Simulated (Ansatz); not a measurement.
Turn this script for Ansatz's Python interface into the input file that the command-line program reads.

`scf_rb.py`
```python
import ansatz
import numpy as np


def main() -> None:
    cell = (
        ansatz.Lattice.of((2.538176, -4.444719, 0.0), (2.538176, 4.444719, 0.0), (0.0, 0.0, 8.448003))
        .atom('Rb', (0.839711, 0.160289, 0.75))
        .atom('Rb', (0.160289, 0.839711, 0.25))
    )

    setup = (
        cell.calculation()
        .functional('pbe')
        .kpoints(6, 6, 3)
        .occupations('fermi_dirac', width=0.05)
        .density_of_states(energy_step=0.1)
        .band_table()
    )
    result = setup.run(threads=1, backend='cpu')
    r = result.report

    print(f'free energy      {r["free_energy_ev"]:.5f} eV')
    print(f'per atom         {r["free_energy_ev"] / len(result.lattice.sites):.5f} eV')
    print(f'SCF iterations   {r["n_iterations"]}  (converged: {r["converged"]})')

    dos = result.density_of_states()
    energy = np.asarray(dos.energies_ev) - dos.fermi_ev
    states, count = np.asarray(dos.spin_summed_g_bin_mean_per_ev), np.asarray(dos.spin_summed_integrated)
    g_fermi = float(np.interp(0.0, energy, states))
    print(f'g(E_F) = {g_fermi:.3f} states/eV per cell')
    gamma = np.pi ** 2 / 3 * 8.617333e-5 ** 2 * g_fermi * 96485.33e3 / len(result.lattice.sites)
    print(f'bare Sommerfeld coefficient {gamma:.2f} mJ/(mol of atoms K^2)')
    for low, high in ((-10, -6), (-6, -3), (-3, 0), (0, 3)):
        print(f'states between {low} and {high} eV: {np.interp(high, energy, count) - np.interp(low, energy, count):.3f}')

    edges = r.get('band_edges_ev')
    if edges:
        print(f'band edges on the mesh: {edges[0]:.3f} and {edges[1]:.3f} eV, gap {edges[1] - edges[0]:.3f} eV')
    else:
        print('no band edges reported (a metal, or a gap too narrow for this smearing); Fermi level', round(r['fermi_energy_ev'], 3), 'eV')

    print('energy terms (eV)')
    for term, value in r['components'].items():
        if abs(value) > 1e-9:
            print(f'  {term:26s} {value:16.5f}')


if __name__ == '__main__':
    main()
```

```console
$ python scf_rb.py
DeckWarning: basis.ecutwfc = 420 eV, auto-derived from the records' recommended cutoffs: set by Rb (normal level)
free energy      -6534.68660 eV
per atom         -3267.34330 eV
SCF iterations   6  (converged: True)
g(E_F) = 2.497 states/eV per cell
bare Sommerfeld coefficient 2.94 mJ/(mol of atoms K^2)
states between -10 and -6 eV: 0.000
states between -6 and -3 eV: 0.000
states between -3 and 0 eV: 1.947
states between 0 and 3 eV: 7.897
no band edges reported (a metal, or a gap too narrow for this smearing); Fermi level 1.74 eV
energy terms (eV)
  e_band                           -241.51313
  e_kinetic                         381.35463
  e_local                         -1436.58547
  e_nonlocal                        347.08183
  e_hartree                         405.35272
  e_xc                             -258.37942
  e_vxc                            -270.14087
  e_paw                           -5236.02597
  e_vpaw                            -73.93439
  e_augmentation_tail                -0.00000
  e_ewald                          -737.45856
  e_smearing                         -0.02637
```
(Warnings from the package without file and line.)

`input.yaml`:
```yaml
crystal:
  lattice:
    - [2.538176, -4.444719, 0.0]
    - [2.538176, 4.444719, 0.0]
    - [0.0, 0.0, 8.448003]
  atoms:
    - { symbol: Rb, position: [0.839711, 0.160289, 0.75] }
    - { symbol: Rb, position: [0.160289, 0.839711, 0.25] }
kpoints:
  mp_grid: { grid: [6, 6, 3] }
hamiltonian:
  xc: pbe
scf:
  occupations: { method: fermi_dirac, width: 0.05 }
output:
  dos: { de: 0.1 }
  eigenvalues: true
```

The program run on that file:
```console
$ ansatz run input.yaml --threads 1 --pin off --max-ram 3072MiB --backend cpu --events-out ev --progress --plain --runs-dir out
Engine: ansatz 0.2.0, x86_64-unknown-linux-gnu
Pseudopotentials: kind: paw
Pseudopotential: Rb, paw, valence charge 9, recommended cutoff 420 eV (normal), Rb.paw.azcp
Functional definition: PBE
  parameter kappa = 0.804
  parameter beta = 0.06672455060314922
  exchange = pbe_x(kappa = kappa, mu = beta*pi^2/3)
  correlation = pbe_c(beta = beta)
Crystal: 2 atoms, lattice volume = 190.612 Å³
Basis set: ecut = 420 eV, 3759 PW (Γ)
Bands: 13, of which v1, the nominal top of the filled ones, is band 9 counted from 1 (8 counted from 0)
Symmetry: 8 space group operations
Space group: Cmcm (ITA 63), of the structure as read, at distance tolerance 5.8e-5 Å
k-points: 26 of 108
Non-local potential: Rb, projectors of the file, l = 0: 3, l = 1: 2, l = 2: 2
PAW form: soft (Blöchl's): semilocal exchange-correlation on the pseudo side does not see the compensation charge
PAW one-centre angular grid: Rb, 110 points (default); XC on 64 Gauss nodes
Initial density: superposition of atomic densities (neutral atoms: chi_scale 0, normalization atom), corrected by the library's trained network
Initial wavefunctions: pseudopotential atomic-orbital guess
Functional: x = pbe(κ = 0.804, μ = 0.2195149727645171), c = pbe(β = 0.06672455060314922)
SCF iter   1: F=—  HF=-6534.686107 eV  |F-HF|=—  |Δ(HF+E_count)|=         —  Δρ=2.42e-4  dr2=3.02e-4  ethr=1.77e-3  ⟨swp⟩=7.8  Hψ=2269  notcnv=0
preconditioner: auto → Kerker (q_TF=auto, 1.841 Å⁻¹)  [metal: Δε(μ)=0.011 eV  Ē_g=2.214 eV  σ=0.050 eV  W_gap=0.05  n_scr=22 (ndim 8)  ℏωp=3.8 eV  f_vac=0.000  D(μ)=3.48/eV (n_scr^D=22)]
SCF iter   2: F=—  HF=-6534.686595 eV  |F-HF|=—  |Δ(HF+E_count)|=   4.88e-4  Δρ=1.65e-4  dr2=1.50e-4  ethr=1.68e-6  ⟨swp⟩=3.4  Hψ=952  notcnv=0
SCF iter   3: F=—  HF=-6534.686636 eV  |F-HF|=—  |Δ(HF+E_count)|=   4.10e-5  Δρ=1.01e-4  dr2=3.84e-5  ethr=8.32e-7  ⟨swp⟩=1.8  Hψ=364  notcnv=0
SCF iter   4: F=—  HF=-6534.686602 eV  |F-HF|=—  |Δ(HF+E_count)|=   3.49e-5  Δρ=7.53e-5  dr2=9.46e-6  ethr=2.14e-7  ⟨swp⟩=1.7  Hψ=362  notcnv=0
SCF iter   5: F=—  HF=-6534.686603 eV  |F-HF|=—  |Δ(HF+E_count)|=   1.06e-6  Δρ=1.92e-5  dr2=9.57e-7  ethr=5.25e-8  ⟨swp⟩=1.8  Hψ=366  notcnv=0
SCF iter   6: F=-6534.686603 eV  HF=-6534.686603 eV  |F-HF|=1.06e-8  |Δ(HF+E_count)|=   1.07e-7  Δρ=4.96e-6  dr2=7.86e-8  ethr=5.56e-10  ⟨swp⟩=1.8  Hψ=1148  notcnv=0
SCF 1 converged in 6 iterations: F = -6534.686603 eV  dr2 = 7.86e-8
  greatest PAW one-centre occupation: 0.975 electrons in one spin orbital (limit 2), on the Rb atom at site 1 (counted from 0), in its partial waves of l = 0
SCF converged after 6 iterations
Free energy (F): -6534.686603 eV
Harris-Foulkes:  -6534.686603 eV  (|F-HF|=1.06e-8)
Internal energy: -6534.660236 eV  (E = F + TS)
E sigma→0 (E₀):  -6534.673419 eV
Entropy (-TS):   -0.026366 eV (-13.183 meV/atom)
Fermi energy:    1.739554 eV
--- Per-component energies (eV) ---
  E_band       = -241.513126
  E_kinetic    = 381.354630
  E_local      = -1436.585467  (includes V_loc(G=0)·N_el)
  E_nonlocal   = 347.081831
  E_hartree    = 405.352719
  E_xc         = -258.379417
  E_vxc        = -270.140875  (∫ρ·V_xc dr)
  E_paw        = -5236.025965  (= ΣΔE_a)
  E_vpaw       = -73.934387  (= ΣTr[D̂ρ^β])
  E_aug_tail   = -0.000002  (compensation charges beyond the density's cutoff)
  E_ewald      = -737.458564
  E_smearing   = -0.026366  (= −TS)
  E_closure    = 0.000000  (closes the sum)
  Σ components = -6534.686603   (vs F -6534.686603, Δ=0.00e0)
--- Band table (eV; the first three rows and the last of 26) ---
  k-point 0: bands = ["-27.1667", "-27.1639", "-11.2910", "-11.2262", "-11.2231", "-11.2144", "-11.2143", "-11.2137", "-0.1576", "1.8583", "2.3484", "5.1508", "5.1978"]
  k-point 1: bands = ["-27.1660", "-27.1646", "-11.2720", "-11.2334", "-11.2231", "-11.2209", "-11.2173", "-11.2166", "0.1304", "0.9281", "3.3844", "4.5673", "5.1570"]
  k-point 2: bands = ["-27.1660", "-27.1635", "-11.2843", "-11.2401", "-11.2308", "-11.2301", "-11.2174", "-11.2160", "0.1078", "2.1445", "2.4421", "4.3698", "4.9198"]
  k-point 25: bands = ["-27.1634", "-27.1631", "-11.2930", "-11.2871", "-11.2405", "-11.2374", "-11.2321", "-11.2293", "2.0014", "2.1332", "2.7331", "2.8183", "3.9964"]
```

Total energies depend on the potentials; only differences at equal settings carry meaning. The energy terms are those on the plane-wave grid, with the one-centre PAW part apart; e_band, e_vxc and e_vpaw aren't summands of the total. The mesh is modest for a metal, so energies can be off by several to tens of meV an atom and pressures by half a GPa or more; differences at equal mesh fare better. Only differences from the Fermi energy are physical; the zero of the scale is a convention. This isn't the structure that Rb takes at ambient conditions. Levels are Kohn-Sham eigenvalues on this mesh, without spin-orbit coupling. The computed bands are complete only to about 1.6 eV above the Fermi level; beyond that the density of states is undercounted. Run time: 2.2 s on 1 thread of Intel(R) Xeon(R) 6975P-C (Granite Rapids), on a shared host, peak memory 0.45 GiB.

(Lines on the test bed's own set-up are left out of the output.)
